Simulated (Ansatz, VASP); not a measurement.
## Two plane-wave programs on Hf

INCAR

```
PREC = Accurate
ENCUT = 520
EDIFF = 1E-6
ISMEAR = -1
SIGMA = 0.1
LREAL = False
LASPH = True
NELM = 80
ALGO = Normal
ISIF = 2
LWAVE = False
LCHARG = False
NBANDS = 22
```

The input KPOINTS:

```
Automatic mesh
0
Gamma
  9 9 12
```

Contents of POSCAR:

```
Hf
1.0
    4.8579761663      0.0000000000      0.0000000000
   -2.4289880831      4.2071307710      0.0000000000
    0.0000000000      0.0000000000      3.0278803973
Hf
3
Direct
    1.0000000000      1.0000000000      1.0000000000
    0.3333333333      0.6666666667      0.5000000000
    0.6666666667      0.3333333333      0.5000000000
```

Input for Ansatz:

```yaml
crystal:
  lattice:
    - [4.8579761663, 0.0, 0.0]
    - [-2.4289880831, 4.207130771, 0.0]
    - [0.0, 0.0, 3.0278803973]
  atoms:
    - { symbol: Hf, position: [1.0, 1.0, 1.0] }
    - { symbol: Hf, position: [0.3333333333, 0.6666666667, 0.5] }
    - { symbol: Hf, position: [0.6666666667, 0.3333333333, 0.5] }
hamiltonian:
  xc: lda
  pseudopotentials:
    kind: paw
    azcp:
      Hf: "pseudopotentials/Hf.paw.azcp"
basis:
  ecutwfc: 420
  fft_grid_basis: typed
kpoints:
  mp_grid: { grid: [9, 9, 12], shift: [0, 0, 0] }
magnetization:
  spin_polarized: false
scf:
  occupations: { method: fermi_dirac, width: 0.1 }
  lower_state_search: "off"
output:
  stress: true
```

Alike in both runs: task single point; functional LDA; k mesh 9 × 9 × 12; occupations fermi-dirac, width 0.1 eV; no spin polarisation.

|  | VASP | Ansatz |
| --- | --- | --- |
| version | VASP 6.6.1 | Ansatz 0.2.0 |
| potentials or method | VASP PAW LDA potentials, release 64 (Hf_pv) | plane waves (420 eV) with PAW, scalar-relativistic |
| plane-wave cutoff (eV) | 520 | 420 |
| valence electrons in the cell | 30 | 78 |

Ansatz gave:

| Property | Result |
| --- | --- |
| pressure (GPa) | 0.0 |
| largest component of the traceless stress (GPa) | 0.07 |

**Question.** Which values does VASP return?

**Answer.** Pressure (GPa): 0.1; largest component of the traceless stress (GPa): 0.22.

The two sets of potentials don't hold the same shells in valence. Ansatz warned: «pseudo_functional_mismatch».

Spin-orbit coupling is left out, which matters for the levels of Hf.
